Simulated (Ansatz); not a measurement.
Cu in several cubic structure types, each at its own equilibrium volume.

Computed with PBE, plane waves, PAW datasets (generated hard set) (Ansatz 0.2.0 development build).

Settings: cutoff 700 eV; no spin polarisation; Fermi–Dirac smearing of 0.0612 eV; k-meshes 18³ (diamond), 26³ (fcc), 23³ (simple cubic).

Rank the structures by energy per atom, lowest first.
A. fcc
B. simple cubic
C. diamond

A (0.0 meV/atom), B (471 meV/atom), C (1041 meV/atom).

Give the equilibrium volume and bulk modulus of each.


| structure | V₀ (Å³/atom) | B₀ (GPa) |
| --- | --- | --- |
| diamond | 19.18 | 55 |
| fcc | 11.95 | 141 |
| simple cubic | 13.94 | 103 |

Only these cubic types are compared here; the real ground state can be another structure or magnetic.

Model structures, not the usual forms at ambient conditions (metastable or hypothetical): Cu (diamond type), Cu (simple cubic type). The k-mesh is modest, so these values aren't fully converged in k.
